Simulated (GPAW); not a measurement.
Rh, 1 atom in the cell. Symmetry: Fm-3m, No. 225, cubic system. Conventional cell: a = 3.796 Å, b = 3.796 Å, c = 3.796 Å, α = 90.00°, β = 90.00°, γ = 90.00°. Rh (site symmetry m-3m) has 12 Rh at 2.68 Å as nearest neighbours. 

```yaml
Program: GPAW 26.7.0
Task: single point
Functional: PBE
Potentials_or_basis: GPAW PAW data sets (gpaw-data 1.2.1)
Cutoff: 500 eV
Basis: pw
k_mesh: 10 × 10 × 10
Occupations: fermi-dirac, width 0.05 eV
Spin: no spin polarisation
Maxiter: 120
Convergence: default
```

Potentials or basis: GPAW PAW data sets (gpaw-data 1.2.1), pw.

Command:

```console
$ OMP_NUM_THREADS=1 python run.py
```

Hardware: 1 thread of Arm Neoverse V1, on a shared host.

**Question.** Estimate the wall time of this run.

**Answer.** It took 6.6 s on 1 thread of Arm Neoverse V1, on a shared host, peak memory 0.12 GiB. Counts: scf iterations 8, plane waves 360, bands 16, k points 47.
